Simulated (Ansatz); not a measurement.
# MoS2: the cost of one run

Program: Ansatz 0.2.0. Level of theory: DFT LDA+D3(BJ), scalar-relativistic, plane waves, PAW. These are calculated values, not measurements.

1 further run of the same task is left out (set aside as unsound or not needed).

### 1 The structure to begin with

The structure is trigonal, space group R3m (No. 160). The conventional cell has a = 3.094 Å, b = 3.094 Å, c = 16.966 Å, α = 90.00°, β = 90.00°, γ = 120.00°. Mo (site symmetry 3m) has 6 S at 2.37 Å as nearest neighbours. S (site symmetry 3m) has 3 Mo at 2.37 Å as nearest neighbours.

Structure file:

```
Mo S
1.0
     1.54693    0.89312    5.65535
    -1.54693    0.89312    5.65535
     0.00000   -1.78624    5.65535
Mo S
1 2
Direct
  0.00007 0.00007 0.00007
  0.75817 0.75817 0.75817
  0.57507 0.57507 0.57507
```

This cell was relaxed beforehand with the same method: volume 15.63 Å³/atom, gap on the mesh 0.35 eV.

### 2 What is varied

The energy is mapped over volume and the cell's shape.

First coordinate, volume per atom: 5 values from 13.13 to 18.13 Å³. Second coordinate, c/a of the conventional cell: 5 values from 4.57 to 6.58.

Nothing else is relaxed (fractional coordinates fixed). Energies count from the relaxed crystal. Points are written as (first, second).

### 3 Point (13.13 Å³, 4.57)

Input file input.yaml:

```yaml
crystal:
  lattice:
    - [1.5508842446, 0.8954034361, 4.7264748239]
    - [-1.5508842446, 0.8954034361, 4.7264748239]
    - [0.0, -1.7908068722, 4.7264748239]
  atoms:
    - { symbol: Mo, position: [6.75998e-05, 6.75998e-05, 6.75998e-05] }
    - { symbol: S, position: [0.7581661549, 0.7581661549, 0.7581661549] }
    - { symbol: S, position: [0.5750662452, 0.5750662452, 0.5750662452] }
basis:
  ecutwfc: 420
kpoints:
  mp_grid: { grid: [15, 15, 15] }
hamiltonian:
  xc: lda
  pseudopotentials: { kind: paw, azcp: { folder: soft_1 } }
  dispersion: d3bj
scf:
  occupations: { method: gaussian, width: 0.03 }
output:
  forces: true
  stress: true
  eigenvalues: true
```

Run with:

```bash
$ ansatz run input.yaml --threads 1 --pin off --max-ram 2048MiB --backend cpu --events-out ev --progress --plain --runs-dir out
```

What time and memory should one allow on 1 thread of Arm Neoverse N1, shared host?

About 40 s, with a peak of 0.49 GiB.
